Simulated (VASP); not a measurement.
# ZrSe2 (P-3m1) in VASP: further runs

One crystal, ZrSe2, is run at these levels: PBE0; tasks: single point.

Everything below comes from runs of VASP 6.6.1. Logs are shortened: lines on timing, memory, paths and dates and some standing lists are left out, and cuts for length are marked.

### Step 1. The structure

The structure is trigonal, space group P-3m1 (No. 164). The conventional cell has a = 3.798 Å, b = 3.798 Å, c = 6.192 Å, α = 90.00°, β = 90.00°, γ = 120.00°. Zr (site symmetry -3m) has 6 Se at 2.68 Å as nearest neighbours. Around Se (site symmetry 3m) lie 3 Zr at 2.68 Å.

### Step 2. Single point, PBE0

The input, POSCAR:

```
ZrSe2
1.0
    3.7980000000      0.0000000000      0.0000000000
   -1.8990000000      3.2891644836      0.0000000000
    0.0000000000      0.0000000000      6.1920000000
Zr Se
1 2
Direct
    0.0000000000      0.0000000000      0.0000000000
    0.6666666667      0.3333333333      0.7500000000
    0.3333333333      0.6666666667      0.2500000000
```

The input, INCAR.step1:

```
PREC = Accurate
ENCUT = 400
EDIFF = 1E-5
ISMEAR = 0
SIGMA = 0.01
LREAL = F
LASPH = T
NELM = 100
ALGO = Normal
ISIF = 2
LWAVE = T
NBANDS = 20
NKRED = 1
GGA = PE
```

The input, INCAR.step2:

```
PREC = Accurate
ENCUT = 400
EDIFF = 1E-6
ISMEAR = 0
SIGMA = 0.01
LREAL = F
LASPH = T
NELM = 100
ALGO = Normal
ISIF = 2
LWAVE = F
LCHARG = F
GGA = PE
LHFCALC = T
AEXX = 0.25
PRECFOCK = Fast
NBANDS = 20
NKRED = 1
ISTART = 1
```

The input, KPOINTS:

```
Automatic mesh
0
Gamma
  4 4 2
```

Potentials or basis: VASP PAW PBE potentials, release 64 (Zr_sv, Se).

On the command line:

```console
cat potpaw_PBE.64/Zr_sv/POTCAR potpaw_PBE.64/Se/POTCAR > POTCAR
cp INCAR.step1 INCAR
mpirun -np 1 vasp_std > vasp.out
cp INCAR.step2 INCAR
mpirun -np 1 vasp_std > vasp.out
```

OUTCAR:

```text
PREC = Accurate
   ENCUT = 400
   EDIFF = 1E-6
   ISMEAR = 0
   LREAL = F
   LASPH = T
   NELM = 100
   ISIF = 2
   GGA = PE
   LHFCALC = T
   AEXX = 0.25
   PRECFOCK = Fast
   NKRED = 1
   ISTART = 1

 Found      8 irreducible k-points:

 Following reciprocal coordinates:
            Coordinates               Weight
  0.000000  0.000000  0.000000      1.000000
  0.250000 -0.000000  0.000000      6.000000
  0.500000 -0.000000  0.000000      3.000000
  0.250000  0.250000  0.000000      6.000000
  0.000000  0.000000  0.500000      1.000000
  0.250000 -0.000000  0.500000      6.000000
   k-points           NKPTS =      8   k-points in BZ     NKDIM =     32   number of bands    NBANDS=     20
   number of dos      NEDOS =    301   number of ions     NIONS =      3
   total plane-waves  NPLWV =  31360
   dimension x,y,z NGX =    28 NGY =   28 NGZ =   40
   dimension x,y,z NGXF=    56 NGYF=   56 NGZF=   80
   ions per type =               1   2
   NGX,Y,Z   is equivalent  to a cutoff of  12.26, 12.26, 10.74 a.u.
   NGXF,Y,Z  is equivalent  to a cutoff of  24.51, 24.51, 21.48 a.u.
 SYSTEM =  unknown system
   PREC   = accura    normal or accurate (medium, high low for compatibility)
   ISTART =      1    job   : 0-new  1-cont  2-samecut
   ICHARG =      0    charge: 1-file 2-atom 10-const
   ISPIN  =      1    spin polarized calculation?
   LNONCOLLINEAR =      F non collinear calculations
   LSORBIT =      F    spin-orbit coupling
   LASPH  =      T    aspherical Exc in radial PAW
   ENCUT  =  400.0 eV  29.40 Ry    5.42 a.u.   6.19  6.19 10.10*2*pi/ulx,y,z
   NELM   =    100;   NELMIN=  2; NELMDL=  0     # of ELM steps
   EDIFF  = 0.1E-05   stopping-criterion for ELM
   LREAL  =      F    real-space projection
   EDIFFG = 0.1E-04   stopping-criterion for IOM
   NSW    =      0    number of steps for IOM
   IBRION =     -1    ionic relax: 0-MD 1-quasi-New 2-CG
   NFREE  =      0    steps in history (QN), initial steepest desc. (CG)
   ISIF   =      2    stress and relaxation
   ISYM   =      3    0-nonsym 1-usesym 2-fastsym
   POTIM  = 0.5000    time-step for ionic-motion
   TEBEG  =    0.0;   TEEND  =   0.0 temperature during run
   PSTRESS=    0.0 pullay stress
   NELECT =      24.0000    total number of electrons
   NUPDOWN=      -1.0000    fix difference up-down
   EMIN   =  10.00;   EMAX   =-10.00  energy-range for DOS
   EFERMI =   0.00;   METHOD = LEGACY
   ISMEAR =     0;   SIGMA  =   0.01  broadening in eV -4-tet -1-fermi 0-gaus
   EFERMI_NEDOS =   21; number of points for ismear=-14 and -15
   IALGO  =     38    algorithm
   IMIX   =      1    mixing-type and parameters
     AMIX     =   0.40;   BMIX     =  1.00
     AMIX_MAG =   1.60;   BMIX_MAG =  1.00
  volume/ion in A,a.u.               =      25.78       174.00
  Fermi-wavevector in a.u.,A,eV,Ry     =   1.108293  2.094371 16.712230  1.228314
  Thomas-Fermi vector in A             =   2.244819
   LORBIT       =      0    0 simple, 1 ext, 2 COOP (PROOUT), +10 PAW based schemes
   GGA     = PE    functional components
   LHFCALC =     T    Hartree Fock is set to
   PRECFOCK=fast      Normal, Fast or Accurate (Low or Medium for compatibility)
   ENCUT4O =  -1.0   cutoff for four orbital integrals eV
   NKREDX  =     1    reduce k-point grid by
   NKREDY  =     1    reduce k-point grid by
   NKREDZ  =     1    reduce k-point grid by
   AEXX    =    0.2500 exact exchange contribution
   HFSCREEN=    0.0000 screening length (either q_TF or 0.3 A-1)
   HFSCREENC=   0.0000 screening length for correlation (either q_TF or 0.3 A-1)
   ENCUTFOCK=  -1.0 apply spherical cutoff to Coloumb kernel
   IVDW    =     0    specifies the selected vdW correction
   LEPSILON=     F    determine dielectric tensor
   LRPA    =     F    only Hartree local field effects (RPA)
 non-spin polarized calculation
 Gauss-broadening in eV      SIGMA  =   0.01
  energy-cutoff  :      400.00
  volume of cell :       77.35
 maximum number of plane-waves:      1424
 NGX is ok and might be reduce to    28
  NGX = 14; NGY = 14; NGZ = 24

 number of electron      24.0000002 magnetization

 Free energy of the ion-electron system (eV)
  ---------------------------------------------------
  ext. energy  EPLUGINS =         0.00000000
  ---------------------------------------------------
  free energy    TOTEN  =       -25.38473770 eV

  energy without entropy =      -25.38473770  energy(sigma->0) =      -25.38473770

 E-fermi :   3.5400     XC(G=0):  -7.4699

 val. band max:        3.4405004891   @ k =   0.0000   0.0000   0.0000
 cond. band min:       5.1914818268   @ k =   0.5000  -0.0000   0.5000
 fundamental gap:      1.7509813377
 Fermi energy:         3.5400161817

 k-point     1 :       0.0000    0.0000    0.0000
  band No.  band energies     occupation
      1     -49.7200      2.00000
      2     -26.3711      2.00000
      3     -26.2236      2.00000
      4     -26.2236      2.00000
      5     -11.1367      2.00000
      6      -9.6947      2.00000
[... 12 lines left out ...]
     19       9.9905      0.00000
     20      14.0726      0.00000

 k-point     2 :       0.2500   -0.0000    0.0000
  band No.  band energies     occupation
      1     -49.7130      2.00000
      2     -26.3484      2.00000
      3     -26.3343      2.00000
      4     -26.2483      2.00000
      5     -10.5696      2.00000
      6      -9.7546      2.00000
[... 12 lines left out ...]
     19      12.6258      0.00000
     20      13.6946      0.00000

 k-point     3 :       0.5000   -0.0000    0.0000
  band No.  band energies     occupation
      1     -49.7058      2.00000
      2     -26.4459      2.00000
      3     -26.3220      2.00000
      4     -26.2727      2.00000
      5     -10.0096      2.00000
      6      -9.6962      2.00000
[... 12 lines left out ...]
     19      12.3985      0.00000
     20      13.6471      0.00000

 k-point     4 :       0.2500    0.2500    0.0000
  band No.  band energies     occupation
      1     -49.7059      2.00000
      2     -26.4028      2.00000
      3     -26.3253      2.00000
      4     -26.3141      2.00000
      5      -9.9157      2.00000
      6      -9.7954      2.00000
[... 12 lines left out ...]
     19      13.4771      0.00000
     20      14.3073      0.00000

 k-point     5 :       0.0000    0.0000    0.5000
  band No.  band energies     occupation
      1     -49.7200      2.00000
      2     -26.3709      2.00000
      3     -26.2235      2.00000
      4     -26.2235      2.00000
      5     -10.8479      2.00000
      6     -10.1143      2.00000
[... 12 lines left out ...]
     19      11.9740      0.00000
     20      13.7910      0.00000

 k-point     6 :       0.2500   -0.0000    0.5000
  band No.  band energies     occupation
      1     -49.7130      2.00000
      2     -26.3482      2.00000
      3     -26.3340      2.00000
      4     -26.2483      2.00000
      5     -10.3309      2.00000
      6     -10.0354      2.00000
[... 12 lines left out ...]
     19      12.3812      0.00000
     20      13.6460      0.00000

 [... further k-points ...]

------------------------ aborting loop because EDIFF is reached ----------------------------------------

  FORCE on cell =-STRESS in cart. coord.  units (eV):
  Direction    XX          YY          ZZ          XY          YZ          ZX
  --------------------------------------------------------------------------------------
  -------------------------------------------------------------------------------------
  Total        0.3109603      0.3109603      0.6169609     -0.0000000      0.0000000     -0.0000000
  in kB        6.4408623      6.4408623     12.7789961     -0.0000000      0.0000000     -0.0000000
  external PRESSURE =       8.5535736 kB  Pullay stress =       0.0000000 kB

 VOLUME and BASIS-vectors are now :
 -----------------------------------------------------------------------------
  energy-cutoff  :      400.00
  volume of cell :       77.35
      direct lattice vectors                 reciprocal lattice vectors
     3.798000000  0.000000000  0.000000000     0.263296472  0.152014289  0.000000000
    -1.899000000  3.289164484  0.000000000     0.000000000  0.304028578  0.000000000
     0.000000000  0.000000000  6.192000000     0.000000000  0.000000000  0.161498708

 POSITION                                       TOTAL-FORCE (eV/Angst)
 -----------------------------------------------------------------------------------
      0.00000      0.00000      0.00000        -0.000000      0.000000      0.000000
      1.89900      1.09639      4.64400         0.000000     -0.000000     -0.028667
     -0.00000      2.19278      1.54800        -0.000000     -0.000000      0.028667
 -----------------------------------------------------------------------------------
    total drift:                                0.000000     -0.000000     -0.000000

  FREE ENERGIE OF THE ION-ELECTRON SYSTEM (eV)
  ---------------------------------------------------
  free  energy   TOTEN  =       -25.3847376994 eV

  energy  without entropy=      -25.3847376994  energy(sigma->0) =      -25.38473770
```

Wall time 2.3 min (1 thread of Intel Xeon Platinum 8488C (Sapphire Rapids), shared host); peak memory 0.17 GiB.

The run converged, but some of its settings lie outside the range that counts as converged, so its numbers aren't taken as properties of the crystal.

What came out:

| Property | Result |
| --- | --- |
| Free energy | -25.3847 eV |
| Pressure | 0.9 GPa |
| Largest force | 0.029 eV/Å |
| Band gap on the k mesh | 1.75 eV, indirect (least direct gap 2.51 eV) |

Caveat: the k mesh is coarse (spacing up to 0.51 Å⁻¹), so the values aren't converged, least of all with exact exchange; the PAW data sets were made with another functional, which shifts forces and pressure a little; this functional lacks dispersion, which binds the layers, so the pressure and a relaxed spacing across them are unreliable.

### Step 3. Single point, PBE0

POSCAR is that of step 2.

Changes to INCAR.step1 since step 2:

```diff
@@ -1,3 +1,3 @@
 PREC = Accurate
-ENCUT = 400
+ENCUT = 460
 EDIFF = 1E-5
```

Changes to INCAR.step2 since step 2:

```diff
@@ -1,3 +1,3 @@
 PREC = Accurate
-ENCUT = 400
+ENCUT = 460
 EDIFF = 1E-6
```

KPOINTS is that of step 2.

Potentials or basis: VASP PAW PBE potentials, release 64 (Zr_sv, Se).

On the command line:

```console
cat potpaw_PBE.64/Zr_sv/POTCAR potpaw_PBE.64/Se/POTCAR > POTCAR
cp INCAR.step1 INCAR
mpirun -np 1 vasp_std > vasp.out
cp INCAR.step2 INCAR
mpirun -np 1 vasp_std > vasp.out
```

It took 3.1 min on 1 thread of Intel Xeon Platinum 8488C (Sapphire Rapids), shared host; peak memory 0.19 GiB.

The run converged, but some of its settings lie outside the range that counts as converged, so its numbers aren't taken as properties of the crystal.

What came out:

```yaml
Free_energy: -25.3845 eV
Pressure: 0.9 GPa
Largest_force: 0.028 eV/Å
Band_gap_on_the_k_mesh: 1.75 eV, indirect (least direct gap 2.51 eV)
```

Caveat: the k mesh is coarse (spacing up to 0.51 Å⁻¹), so the values aren't converged, least of all with exact exchange; the PAW data sets were made with another functional, which shifts forces and pressure a little; this functional lacks dispersion, which binds the layers, so the pressure and a relaxed spacing across them are unreliable.

### Step 4. Single point, PBE0

POSCAR is that of step 3.

Changes to INCAR.step1 since step 3:

```diff
@@ -1,3 +1,3 @@
 PREC = Accurate
-ENCUT = 460
+ENCUT = 400
 EDIFF = 1E-5
```

Changes to INCAR.step2 since step 3:

```diff
@@ -1,3 +1,3 @@
 PREC = Accurate
-ENCUT = 460
+ENCUT = 400
 EDIFF = 1E-6
@@ -15,3 +15,3 @@
 AEXX = 0.25
-PRECFOCK = Fast
+PRECFOCK = Low
 NBANDS = 20
```

The input, KPOINTS:

```
Automatic mesh
0
Gamma
  4 4 3
```

On the command line:

```console
cat potpaw_PBE.64/Zr_sv/POTCAR potpaw_PBE.64/Se/POTCAR > POTCAR
cp INCAR.step1 INCAR
mpirun -np 1 vasp_std > vasp.out
cp INCAR.step2 INCAR
mpirun -np 1 vasp_std > vasp.out
```

Run time: 2.7 min. Hardware: 1 thread of Intel Xeon Platinum 8488C (Sapphire Rapids), shared host; peak memory 0.17 GiB.

These settings aren't checked as converged: the numbers below hold their error.

What came out:

| Item | Value |
| --- | --- |
| Free energy | -25.3624 eV |
| Pressure | 0.9 GPa |
| Largest force | 0.029 eV/Å |
| Band gap on the k mesh | 1.79 eV, indirect (least direct gap 2.50 eV) |

Caveat: the k mesh is coarse (spacing up to 0.48 Å⁻¹), so the values aren't converged, least of all with exact exchange; the PAW data sets were made with another functional, which shifts forces and pressure a little; an odd mesh through Γ misses points on the zone boundary, where band edges often lie; this functional lacks dispersion, which binds the layers, so the pressure and a relaxed spacing across them are unreliable.

### Step 5. Single point, PBE0

POSCAR is that of step 4.

INCAR.step1 is that of step 4.

Changes to INCAR.step2 since step 4:

```diff
@@ -15,3 +15,3 @@
 AEXX = 0.25
-PRECFOCK = Low
+PRECFOCK = Accurate
 NBANDS = 20
```

KPOINTS is that of step 4.

On the command line:

```console
cat potpaw_PBE.64/Zr_sv/POTCAR potpaw_PBE.64/Se/POTCAR > POTCAR
cp INCAR.step1 INCAR
mpirun -np 1 vasp_std > vasp.out
cp INCAR.step2 INCAR
mpirun -np 1 vasp_std > vasp.out
```

It took 24 min on 1 thread of Intel Xeon Platinum 8488C (Sapphire Rapids), shared host; peak memory 0.19 GiB.

The run converged, but some of its settings lie outside the range that counts as converged, so its numbers aren't taken as properties of the crystal.

Results:

```yaml
Free_energy: -25.3644 eV
Pressure: 0.9 GPa
Largest_force: 0.028 eV/Å
Band_gap_on_the_k_mesh: 1.79 eV, indirect (least direct gap 2.50 eV)
```

Caveat: the k mesh is coarse (spacing up to 0.48 Å⁻¹), so the values aren't converged, least of all with exact exchange; the PAW data sets were made with another functional, which shifts forces and pressure a little; an odd mesh through Γ misses points on the zone boundary, where band edges often lie; this functional lacks dispersion, which binds the layers, so the pressure and a relaxed spacing across them are unreliable.
